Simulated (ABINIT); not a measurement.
Set up this calculation in ABINIT 10.8.3 (patched build), as the native input.

| Quantity | Value |
| --- | --- |
| Task | band structure |
| Functional | r2SCAN |
| Potentials or basis | JTH PAW PBE v2.0 |
| Cutoff | 762 eV |
| k mesh | 4 × 2 × 6 |
| Occupations | fermi-dirac, width 0.05 eV |
| Spin | no spin polarisation |
| Fine-grid cutoff | 1360.57 eV |

Al2O3:

```
Al O
1.0
     4.61378    0.00000    0.00000
     0.00000    9.56328    0.00000
     0.00000    0.00000    3.11986
Al O
4 6
Direct
  0.98298 0.82457 0.00000
  0.01702 0.17543 0.00000
  0.48297 0.67543 0.50000
  0.51702 0.32457 0.50000
  0.50000 0.50000 0.50000
  0.12363 0.75305 0.50000
  0.37637 0.25305 0.00000
  0.62364 0.74695 0.00000
  0.00000 0.00000 0.00000
  0.87636 0.24695 0.50000
```

Measurements of this composition are mostly on another form, of space group No. 167.

One way to write it, as run:

run.abi

```
# Datasets: ground state, then fixed potential
ndtset 2

# Pseudopotentials
pp_dirpath "./"
pseudos "Al.GGA_PBE-JTH.xml, O.GGA_PBE-JTH.xml"

# Structure
acell 3*1.0 Angstrom
rprim
     4.6137770000     0.0000000000     0.0000000000
     0.0000000000     9.5632790000     0.0000000000
     0.0000000000     0.0000000000     3.1198620000
ntypat 2
znucl 13 8
natom 10
typat 1 1 1 1 2 2 2 2 2 2
xcart
     4.5352274466     7.8856216549     0.0000000000
     0.0785495534     1.6776573451     0.0000000000
     2.2283389466     6.4592968451     1.5599310000
     2.3854380534     3.1039821549     1.5599310000
     2.3068885000     4.7816395000     1.5599310000
     0.5704243194     7.2016272510     1.5599310000
     1.7364641806     2.4199877510     0.0000000000
     2.8773128194     7.1432912490     0.0000000000
     0.0000000000     0.0000000000     0.0000000000
     4.0433526806     2.3616517490     1.5599310000 Angstrom
chkprim 0
chksymtnons 0
tolsym 1.0e-6

# Plane-wave basis
ecut 28.0
pawecutdg 50.0

# Exchange and correlation
ixc -497498
usekden 1
pawxcdev 0

# Bands and occupations
occopt 3
tsmear 0.05 eV

# SCF cycle
nstep 100

# Output
iomode 3
prtwf 0
prteig 0
prtebands 0
prtden1 1
prtkden1 1
prtvha1 1
prtvclmb1 1
prtpot1 1

# Dataset 1
kptopt1 1
ngkpt1 4 2 6
nshiftk1 1
shiftk1 0.0 0.0 0.0
nband1 30
tolvrs1 1.0e-7

# Dataset 2: bands along G-X-S-Y-G-Z-U-R-T-Z
iscf2 -2
getden2 1
getkden2 1
nband2 36
nbdbuf2 4
tolwfr2 1.0e-11
kptopt2 -9
ndivsm2 8
prteig2 1
kptbounds2
     0.0000000000     0.0000000000     0.0000000000
     0.0000000000     0.0000000000     0.5000000000
     0.5000000000     0.0000000000     0.5000000000
     0.5000000000     0.0000000000     0.0000000000
     0.0000000000     0.0000000000     0.0000000000
     0.0000000000     0.5000000000     0.0000000000
     0.0000000000     0.5000000000     0.5000000000
     0.5000000000     0.5000000000     0.5000000000
     0.5000000000     0.5000000000     0.0000000000
     0.0000000000     0.5000000000     0.0000000000
```

Potentials or basis: JTH PAW PBE v2.0.

Run with:

```console
$ mpirun --bind-to none -np 4 abinit run.abi > log 2>&1
```

It gave:

| Property | Result |
| --- | --- |
| Pressure | -4.5 GPa |
| Largest force | 0.213 eV/Å |
| Band gap on the k mesh | 4.10 eV, direct |
| Band gap along the path | 4.10 eV, direct |

Caveat: the PAW data sets were made with another functional, which shifts forces and pressure a little; the atomic spheres overlap.

Wall time 12 min on 4 MPI ranks on Arm Neoverse V2 (shared host), peak memory 1.4 GiB a rank.
